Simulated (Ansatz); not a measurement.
Runs of Ansatz 0.2.0 on CdTe. The structure is cubic, space group F-43m (No. 216). Conventional cell: a = 6.410 Å, b = 6.410 Å, c = 6.410 Å, α = 90.00°, β = 90.00°, γ = 90.00°. Around Te (site symmetry -43m) lie 4 Cd at 2.78 Å. Cd (site symmetry -43m) is surrounded by 4 Te at 2.78 Å. 

```tsv
task	level	smearing	gap on the mesh (eV)	pressure (GPa)
Born charges and dielectric tensor	PBEsol	fixed	0.76	-
single point	LDA	gaussian 0.05 eV	0.61	(a)
single point	PBE	gaussian 0.05 eV	0.87	(b)
single point	PBEsol	gaussian 0.1 eV	0.76	1.7
```

Alike in all rows: potentials or basis Ansatz PAW; no spin polarisation; cell as given; k mesh 7 × 7 × 7; cutoff (eV) 420.

Estimate the missing entries.

(a) 0.0; (b) 4.2.

Caveats: odd divisions of the mesh miss points on the zone boundary, where band edges often lie, so the gap on the mesh can be too wide; spin-orbit coupling is left out, which moves the levels of the heavy elements; the PAW data sets come from PBE, with cores solved anew for the run's functional, which leaves a small shift of forces and pressure (some runs).

A k mesh can miss the band edges, and the runs leave out spin-orbit coupling on Cd, Te.
